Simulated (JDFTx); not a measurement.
CaSe under changes of volume

One of the cells (25.829 Å³/atom); the others are scaled copies at fixed shape and fractional positions:

```
Se Ca
1.0
     0.00000    2.95600    2.95600
     2.95600    0.00000    2.95600
     2.95600    2.95600    0.00000
Se Ca
1 1
Direct
  0.50000 0.50000 0.50000
  0.00000 0.00000 0.00000
```

- Program: JDFTx 1.7.0 (patched build)
- Functional: r2SCAN
- Potentials or basis: SG15-PBE-1.2 with smoothed tails
- Cutoff: 1088 eV
- Density cutoff: 8708 eV
- k mesh: 6 × 6 × 6
- Occupations: fermi-dirac, width 0.05 eV
- Spin: no spin polarisation

| volume (Å³/atom) | energy over the lowest point (meV/atom) | pressure (GPa) | gap on the mesh (eV) |
| --- | --- | --- | --- |
| 24.280 | 27.78 | 4.8 | 2.31 |
| 24.796 | 14.73 | 3.3 | 2.37 |
| 25.313 | ? | ? | ? |
| 25.829 | 1.25 | 0.9 | 2.48 |
| 26.346 | 0.00 | -0.1 | 2.53 |
| 26.863 | 1.98 | -1.1 | 2.57 |
| 27.379 | 6.86 | -1.9 | 2.61 |

Question: What does the run at 25.313 Å³/atom give?

Answer: Energy over the lowest point 6.03 meV/atom; pressure 2.1 GPa; gap on the mesh 2.43 eV.

Worked out: A Birch-Murnaghan fit of order 3 (a polynomial in V^(-2/3)) to the other rows has its minimum at 26.28 Å³/atom with B0 = V·E''(V) = 51 GPa and B' = 4.1. It gives 6.02 meV/atom at 25.313 Å³/atom, against the run's 6.03, and -dE/dV = 2.1 GPa, against 2.1. A straight line through the other rows of the gap, of slope 2.52 eV per unit of ln V, gives 2.42 eV, against the run's 2.43.

Energies are extrapolated to zero smearing.

Caveats: the potentials were made for another functional, which shifts forces and pressure.

A mesh can miss the band edges. Spin-orbit coupling on Se is left out.
